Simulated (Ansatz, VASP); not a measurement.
## One calculation of ZnSe, two programs

```
Zn Se
1.0
     0.00000    2.86614    2.86614
     2.86614    0.00000    2.86614
     2.86614    2.86614    0.00000
Zn Se
1 1
Direct
  0.00000 0.00000 0.00000
  0.75000 0.75000 0.75000
```

Change from the starting cell: the structure that the rattled cell fell into.

Alike in both runs: functional PBE; k mesh 8 × 8 × 8; occupations gaussian, width 0.02 eV; no spin polarisation.

Ansatz relaxed the structure, and its values are those at the end. VASP's run is a single point on that final structure, the one shown.

```csv
,VASP,Ansatz
version,VASP 6.6.1,Ansatz 0.2.0
potentials or method,"VASP PAW PBE potentials, release 64 (Zn, Se)","scalar-relativistic, plane waves, PAW"
plane-wave cutoff (eV),520,420
valence electrons in the cell,18,28
```

|  | VASP | Ansatz | Ansatz less VASP |
| --- | --- | --- | --- |
| gap on the k mesh at the Fermi level (eV) | 1.15 | 1.15 | -0.001 |
| least direct gap on the mesh (eV) | 1.15 | 1.15 | -0.001 |
| pressure (GPa) | 0.2 | 0.0 | -0.21 |

With one functional, cell and mesh, what is left measures potentials, basis and numerics. The two sets of potentials don't hold the same shells in valence.
